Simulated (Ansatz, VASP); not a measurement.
## One calculation of Ca, two programs

File INCAR:

```
PREC     = Accurate       # precision mode
ENCUT    = 520            # plane-wave cutoff, eV
EDIFF    = 1E-6           # SCF threshold, eV
ISMEAR   = -1             # smearing method
SIGMA    = 0.05           # smearing width, eV
LREAL    = False          # projectors in reciprocal space
LASPH    = True           # aspherical terms in the spheres
NELM     = 80             # most SCF steps
ALGO     = Fast           # electronic algorithm
ISIF     = 2              # what is computed and relaxed
LWAVE    = False          # write WAVECAR
LCHARG   = False          # write CHGCAR
GGA      = PE             # functional
NBANDS   = 11             # bands
```

File KPOINTS:

```
regular mesh
0
Gamma
  8 8 8
```

The input POSCAR:

```
Ca
1.0
   -2.2400000000      2.2400000000      2.2400000000
    2.2400000000     -2.2400000000      2.2400000000
    2.2400000000      2.2400000000     -2.2400000000
Ca
1
Direct
    0.0000000000      0.0000000000      0.0000000000
```

File input.yaml:

```yaml
crystal:
  lattice:
    - [-2.24, 2.24, 2.24]
    - [2.24, -2.24, 2.24]
    - [2.24, 2.24, -2.24]
  atoms:
    - { symbol: Ca, position: [0.0, 0.0, 0.0] }
kpoints:
  mp_grid: { grid: [8, 8, 8] }
scf:
  occupations: { method: fermi_dirac, width: 0.05 }
hamiltonian:
  xc: pbe
  pseudopotentials: { kind: all_electron, lapw: { basis_error: 0.001 } }
output:
  forces: true
  stress: true
  eigenvalues: true
  populations: true
```

This isn't the form of Ca at room conditions, which is fcc.

Alike in both runs: task single point; functional PBE; k mesh 8 × 8 × 8; occupations fermi-dirac, width 0.05 eV; no spin polarisation.

|  | VASP | Ansatz |
| --- | --- | --- |
| version | VASP 6.6.1 | Ansatz 0.2.0 |
| potentials or method | VASP PAW PBE potentials, release 64 (Ca_sv) | all-electron LAPW, scalar-relativistic |
| plane-wave cutoff (eV) | 520 | see its input |

|  | VASP | Ansatz | Ansatz less VASP |
| --- | --- | --- | --- |
| gap on the k mesh at the Fermi level (eV) | none | none | - |
| pressure (GPa) | -1.0 | -1.0 | 0.00 |

A gap of «none» marks a metal or a gap that the smearing closes. Ansatz ran all-electron here, so the differences hold the error of VASP's frozen core and of both bases.
